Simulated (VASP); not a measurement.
# Ni (P6_3/mmc) in VASP: a series of runs, part 3 of 3

VASP 6.6.1.

## Step 6: Single point, PBE, collinear spin, ferromagnetic start

INCAR reads:

```
  ADDGRID = F
  ALGO = Normal
  EDIFF = 1E-6
  ENCUT = 350
  GGA = PE
  ISIF = 2
  ISMEAR = 0
  ISPIN = 2
  LASPH = T
  LCHARG = F
  LMAXMIX = 4
  LORBIT = 11
  LREAL = F
  LWAVE = F
  MAGMOM = 1 1
  NBANDS = 21
  NELM = 100
  PREC = Accurate
  SIGMA = 0.1
```

KPOINTS reads:

```
k-points
0
Gamma
  9 9 5
```

POSCAR reads:

```
Ni
1.0
    2.4480228978      0.0000000000      0.0000000000
   -1.2240114489      2.1200500186      0.0000000000
    0.0000000000      0.0000000000      4.0728075700
Ni
2
Direct
    0.6666666667      0.3333333333      0.7500000000
    0.3333333333      0.6666666667      0.2500000000
```

Potentials or basis: VASP PAW PBE potentials, release 64 (Ni).

The run is started by

```bash
$ cat potpaw_PBE.64/Ni/POTCAR > POTCAR
$ mpirun -np 1 vasp_std > vasp.out
```

OUTCAR:

```text
EDIFF = 1E-6
   ENCUT = 350
   GGA = PE
   ISIF = 2
   ISMEAR = 0
   ISPIN = 2
   LASPH = T
   LORBIT = 11
   LREAL = F
   NELM = 100
   PREC = Accurate

 Found     36 irreducible k-points:

 Following reciprocal coordinates:
            Coordinates               Weight
  0.000000  0.000000  0.000000      1.000000
  0.111111  0.000000  0.000000      6.000000
  0.222222  0.000000  0.000000      6.000000
  0.333333  0.000000  0.000000      6.000000
  0.444444  0.000000  0.000000      6.000000
  0.111111  0.111111  0.000000      6.000000
   k-points           NKPTS =     36   k-points in BZ     NKDIM =     36   number of bands    NBANDS=     21
   number of dos      NEDOS =    301   number of ions     NIONS =      2
   total plane-waves  NPLWV =   7168
   dimension x,y,z NGX =    16 NGY =   16 NGZ =   28
   dimension x,y,z NGXF=    32 NGYF=   32 NGZF=   56
   ions per type =               2
   NGX,Y,Z   is equivalent  to a cutoff of  10.87, 10.87, 11.43 a.u.
   NGXF,Y,Z  is equivalent  to a cutoff of  21.73, 21.73, 22.86 a.u.
 SYSTEM =  unknown system
   PREC   = accura    normal or accurate (medium, high low for compatibility)
   ISTART =      0    job   : 0-new  1-cont  2-samecut
   ICHARG =      2    charge: 1-file 2-atom 10-const
   ISPIN  =      2    spin polarized calculation?
   LNONCOLLINEAR =      F non collinear calculations
   LSORBIT =      F    spin-orbit coupling
   LASPH  =      T    aspherical Exc in radial PAW
   ENCUT  =  350.0 eV  25.72 Ry    5.07 a.u.   3.73  3.73  6.21*2*pi/ulx,y,z
   NELM   =    100;   NELMIN=  2; NELMDL= -5     # of ELM steps
   EDIFF  = 0.1E-05   stopping-criterion for ELM
   LREAL  =      F    real-space projection
   EDIFFG = 0.1E-04   stopping-criterion for IOM
   NSW    =      0    number of steps for IOM
   IBRION =     -1    ionic relax: 0-MD 1-quasi-New 2-CG
   NFREE  =      0    steps in history (QN), initial steepest desc. (CG)
   ISIF   =      2    stress and relaxation
   ISYM   =      2    0-nonsym 1-usesym 2-fastsym
   POTIM  = 0.5000    time-step for ionic-motion
   TEBEG  =    0.0;   TEEND  =   0.0 temperature during run
   PSTRESS=    0.0 pullay stress
   NELECT =      20.0000    total number of electrons
   NUPDOWN=      -1.0000    fix difference up-down
[... 31 lines left out ...]
  ext. energy  EPLUGINS =         0.00000000
  ---------------------------------------------------
  free energy    TOTEN  =       -10.89395151 eV

  energy without entropy =      -10.87208888  energy(sigma->0) =      -10.88302020

 E-fermi :   9.8176     XC(G=0): -13.4267

 val. band max:        9.8150797475   @ k =   0.2222   0.2222   0.0000
 cond. band min:       9.8308507826   @ k =   0.2222   0.0000   0.4000
 fundamental gap:      0.0157710351
 Fermi energy:         9.8175751150

 spin component 1

 k-point     1 :       0.0000    0.0000    0.0000
  band No.  band energies     occupation
      1       0.5837      1.00000
      2       4.8435      1.00000
      3       7.3238      1.00000
      4       7.4538      1.00000
      5       7.4538      1.00000
      6       7.7185      1.00000
[... 133 lines left out ...]
     20      37.6317      0.00000
     21      37.6869      0.00000

 [... further k-points ...]

 spin component 2

 k-point     1 :       0.0000    0.0000    0.0000
  band No.  band energies     occupation
      1       0.5401      1.00000
      2       5.1692      1.00000
      3       7.9271      1.00000
      4       8.0438      1.00000
      5       8.0438      1.00000
      6       8.3249      1.00000
[... 133 lines left out ...]
     20      37.6247      0.00000
     21      37.7951      0.00000

 [... further k-points ...]

------------------------ aborting loop because EDIFF is reached ----------------------------------------

  FORCE on cell =-STRESS in cart. coord.  units (eV):
  Direction    XX          YY          ZZ          XY          YZ          ZX
  --------------------------------------------------------------------------------------
  -------------------------------------------------------------------------------------
  Total        0.8632412      0.8632412      0.6454313      0.0000000      0.0000000      0.0000000
  in kB       65.4315614     65.4315614     48.9221050      0.0000000      0.0000000      0.0000000
  external PRESSURE =      59.9284092 kB  Pullay stress =       0.0000000 kB

 VOLUME and BASIS-vectors are now :
 -----------------------------------------------------------------------------
  energy-cutoff  :      350.00
  volume of cell :       21.14
      direct lattice vectors                 reciprocal lattice vectors
     2.448022898  0.000000000  0.000000000     0.408492911  0.235843492  0.000000000
    -1.224011449  2.120050019  0.000000000     0.000000000  0.471686984  0.000000000
     0.000000000  0.000000000  4.072807570     0.000000000  0.000000000  0.245530873

 POSITION                                       TOTAL-FORCE (eV/Angst)
 -----------------------------------------------------------------------------------
      1.22401      0.70668      3.05461         0.000000      0.000000      0.000000
     -0.00000      1.41337      1.01820        -0.000000     -0.000000      0.000000
 -----------------------------------------------------------------------------------
    total drift:                               -0.000000      0.000000     -0.000000

  FREE ENERGIE OF THE ION-ELECTRON SYSTEM (eV)
  ---------------------------------------------------
  free  energy   TOTEN  =       -10.8939515122 eV

  energy  without entropy=      -10.8720888800  energy(sigma->0) =      -10.88302020

 total charge

# of ion       s       p       d       tot
------------------------------------------
    1        0.508   0.520   8.329   9.357
    2        0.508   0.520   8.329   9.357
--------------------------------------------------
tot          1.017   1.040  16.658  18.715

 magnetization (x)

# of ion       s       p       d       tot
------------------------------------------
    1       -0.007  -0.027   0.585   0.551
    2       -0.007  -0.027   0.585   0.551
--------------------------------------------------
tot         -0.014  -0.054   1.170   1.102
```

stdout:

```text
POSCAR found type information on POSCAR Ni
 POSCAR found :  1 types and       2 ions
 scaLAPACK will be used
 LDA part: xc-table for (Slater+PW92), standard interpolation
 POSCAR, INCAR and KPOINTS ok, starting setup
 FFT: planning ... GRIDC
 FFT: planning ... GRID_SOFT
 FFT: planning ... GRID
 WAVECAR not read
 entering main loop
```

Run time: 9.8 s. Hardware: 1 thread of AMD EPYC 9R45 (Zen 5), shared host; peak memory 0.1 GiB.

These settings aren't checked as converged: the numbers below hold their error.

What came out:

| Quantity | Value |
| --- | --- |
| Free energy | -10.8940 eV |
| Pressure | 6.0 GPa |
| Band gap on the k mesh | none (metal or under the smearing width) |
| Net moment | 1.08 μB per cell |
| Site moments | Ni +0.55 μB |
| Valence electrons inside the program's atomic spheres | Ni 9.36 |

## Step 7: The reference run

An earlier run on the cell as given: functional PBE; potentials or basis VASP PAW PBE potentials, release 64 (Ni); cutoff 520 eV; k mesh 12 × 12 × 7; occupations fermi-dirac, width 0.05 eV; collinear spin, ferromagnetic start; starting moments [1.0, 1.0] μB.

* Pressure: 7.0 GPa
* Band gap on the k mesh: none (metal or under the smearing width)
* Net moment: 1.27 μB per cell
* Site moments: Ni +0.64 μB
* Valence electrons inside the program's atomic spheres: Ni 9.36

## Step 8: Summary

```csv
task,level,cell,k mesh,cutoff (eV),smearing,ladder,gap on the mesh (eV),pressure (GPa),moment (μB)
single point,PBE,as given,12 × 12 × 7,520,fermi-dirac 0.05 eV,-,none,7.0,1.27
relaxation of cell and atoms,PBEsol,relaxed,10 × 10 × 6,600,fermi-dirac 0.05 eV,gaps,none,0.0,1.33
single point,PBE,as given,22 × 22 × 12,900,gaussian 0.1 eV,-,none,6.9,1.25
```

Alike in all rows: potentials or basis VASP PAW PBE potentials, release 64 (Ni); spin collinear, ferromagnetic start.

Caveats: the PAW data sets were made with another functional, which shifts forces and pressure a little (some runs).

Absolute energies hang on the potentials; compare differences alone.
